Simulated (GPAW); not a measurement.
Runs of GPAW 26.7.0 on Cu. Symmetry: P6_3/mmc, No. 194, hexagonal system. The conventional cell has a = 2.534 Å, b = 2.534 Å, c = 4.113 Å, α = 90.00°, β = 90.00°, γ = 120.00°. Cu (site symmetry -6m2) has 12 Cu at 2.52 to 2.53 Å as nearest neighbours. This isn't the form of Cu at room conditions, which is fcc.

```csv
task,level,potentials or basis,cell,k mesh,band path,band points,gap on the mesh (eV),pressure (GPa)
band structure,PBEsol,"PAW data sets generated in the run's folder for this functional, pw",as given,10 × 10 × 5,"GMKGALHA,LM,KH",80,-,0.8
single point,PBEsol,"PAW data sets generated in the run's folder for this functional, pw","atoms moved at random, drawn with an rms of 0.05 Å",12 × 12 × 7,-,-,none,0.7
band structure,LDA,"the program's PAW data sets (release 1.2.1) made for this functional, pw",as given,10 × 10 × 5,"GMKGALHA,LM,KH",80,-,-6.4
single point,PBEsol,"PAW data sets generated in the run's folder for this functional, pw",as given,12 × 12 × 7,-,-,none,(a)
```

Alike in all rows: no spin polarisation; cutoff (eV) 600; smearing fermi-dirac 0.05 eV.

Q: Fill in the values left out.

A: (a) 0.6.

Caveats: with this Cu data set, volumes or pressures lay over 1.5 % or 2 GPa off other programs in two to four cells of ten.

A gap of «none» marks a metal or a gap under the smearing width.

Runs at the PBE level aren't shown here.
